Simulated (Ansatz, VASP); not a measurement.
## Si2W: VASP beside Ansatz

```xyz
3
Lattice="-1.6145 1.6145 3.9335 1.6145 -1.6145 3.9335 1.6145 1.6145 -3.9335" Properties=species:S:1:pos:R:3 pbc="T T T"
Si    0.0000    0.0000    2.6320
Si    0.0000    0.0000    5.2351
W     0.0000    0.0000    0.0000
```

Alike in both runs: functional PBE; k mesh 18 × 18 × 18; occupations gaussian, width 0.1 eV; no spin polarisation.

Ansatz relaxed the structure, and its values are those at the end. VASP's run is a single point on that final structure, the one shown.

```csv
,VASP,Ansatz
version,VASP 6.6.1,Ansatz 0.2.0
potentials or method,"VASP PAW PBE potentials, release 64 (Si, W_sv)","scalar-relativistic, plane waves, PAW"
plane-wave cutoff (eV),520,420
valence electrons in the cell,22,22
```

|  | VASP | Ansatz | Ansatz less VASP |
| --- | --- | --- | --- |
| gap on the k mesh at the Fermi level (eV) | none | none | - |
| pressure (GPa) | 0.1 | 0.0 | -0.09 |

A gap of «none» marks a metal or a gap that the smearing closes. With one functional, cell and mesh, what is left measures potentials, basis and numerics.

Spin-orbit coupling is left out, which matters for the levels of W.
